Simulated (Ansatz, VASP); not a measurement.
# One calculation of Ti, two programs

```
CELL_PARAMETERS angstrom
-1.66259 1.66259 1.66259
1.66259 -1.66259 1.66259
1.66259 1.66259 -1.66259
ATOMIC_POSITIONS crystal
Ti 0.00000 0.00000 0.00000
```

This isn't the form of Ti at room conditions, which is hcp.

Alike in both runs: task single point; functional LDA; k mesh 12 × 12 × 12; no spin polarisation.

```csv
,VASP,Ansatz
version,VASP 6.6.1,Ansatz 0.2.0
potentials or method,"VASP PAW LDA potentials, release 64 (Ti_sv)","plane waves, PAW"
plane-wave cutoff (eV),520,530
occupations,"gaussian, width 0.1 eV",gaussian
valence electrons in the cell,12,12
```

```tsv
	VASP	Ansatz	Ansatz less VASP
pressure (GPa)	-14.0	-14.0	+0.02
```

Ansatz warned: «stress_scf_threshold_loose».
